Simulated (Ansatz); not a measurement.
Crystal: CuAu.

```
Au Cu
1.0
     2.81075    0.00000    0.00000
     0.00000    2.81075    0.00000
     0.00000    0.00000    3.68500
Au Cu
1 1
Direct
  0.00000 0.00000 0.00000
  0.50000 0.50000 0.50000
```

Base run:

| Property | Result |
| --- | --- |
| Program | Ansatz 0.2.0 |
| Functional | PBEsol |
| Potentials or basis | all-electron LAPW, non-relativistic |
| Cutoff | 272 eV (chosen from the basis error) |
| Basis error allowed | 0.001 eV/atom |
| k mesh | 9 × 9 × 7 |
| Occupations | fermi-dirac, width 0.05 eV |
| Spin | no spin polarisation |

Its results: pressure 14.7 GPa.

Task: The run is repeated on the same cell with these changes: potentials or basis from all-electron LAPW, non-relativistic to all-electron LAPW, inner shells corrected to Dirac's equation. What comes out?

Result: Pressure -3.9 GPa.

Caveats: relativity is left out, which matters for the heavier elements (some runs).
